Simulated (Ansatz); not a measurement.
Gas-phase electronic energies from Ansatz, PBE0-D4/def2-TZVP geometries. CBS: MP2 limit from def2 TZ/QZ plus the TZ coupled-cluster correction, frozen cores. This one scheme is used for every species. Functionals use def2-TZVPP. No spin–orbit coupling; open shells (•) take unrestricted orbitals. Each species was taken in one conformer, which may not be the lowest.

Consider the hydrogen abstraction from the Si–H bond: `O[SiH](O)F` + `F[C](F)F`• → `O[Si](O)F`• + `FC(F)F`.

`O[SiH](O)F`:

Cartesian coordinates in Å:
```
O -0.241 0.497 -1.242
Si 0.261 -0.266 0.107
O 0.135 0.754 1.358
F -0.653 -1.558 0.304
H -0.530 -0.032 -1.987
H 1.654 -0.730 0.057
H -0.627 1.335 1.403
```

`F[C](F)F`•:

Cartesian coordinates in Å:
```
F -1.124 -0.324 0.458
C 0.063 0.185 0.222
F 0.072 0.884 -0.889
F 0.989 -0.746 0.209
```

`O[Si](O)F`•:

```xyz
6

O     1.409   -0.452   -0.282
Si   -0.221   -0.458   -0.277
O    -0.724    0.688    0.781
F    -0.650   -0.098   -1.769
H     1.849   -0.416    0.570
H    -1.662    0.735    0.976
```

`FC(F)F`:

```xyz
5

F    -1.091   -0.259    0.681
C    -0.015    0.034   -0.047
F     0.861    0.668    0.730
F     0.536   -1.103   -0.464
H    -0.291    0.660   -0.899
```

CCSD(T)/CBS gives -41.7 kJ/mol.

(1) Another level gave -34.2 kJ/mol. Which?
A. HF/def2-TZVPP
B. ωB97X-V/def2-TZVPP
C. PBE0/def2-TZVPP
D. MP2/def2-TZVPP

(2) What do rigid-rotor, harmonic-oscillator terms from PBE0-D4/def2-TZVP frequencies (298.15 K, 1 bar) make of the CCSD(T)/CBS value? (Best estimate.)

Largest T1 diagnostic among the species: 0.014.

Results:

(1) B. ωB97X-V -34.2, PBE0 -41.9, MP2/def2-TZVPP -46.5, HF/def2-TZVPP -18.7 kJ/mol.

(2) Ansatz gave: ΔZPE = +9.4 kJ/mol, ΔH = -32.3 kJ/mol, ΔS = 1 J/(mol·K), ΔG = -32.5 kJ/mol. Open shells count their whole term as degenerate.

At CCSD(T), def2-SVP lies +11.1 kJ/mol from the extrapolated value and def2-TZVPP +1.9 kJ/mol. From BLYP to BHLYP (50 % exact exchange), in def2-TZVPP and without D4, ΔE moves by +9.9 kJ/mol.

CCSD(T)/CBS has its own doubt, a few kJ/mol and more with outer-core shells, so smaller differences from it don't rank the levels.
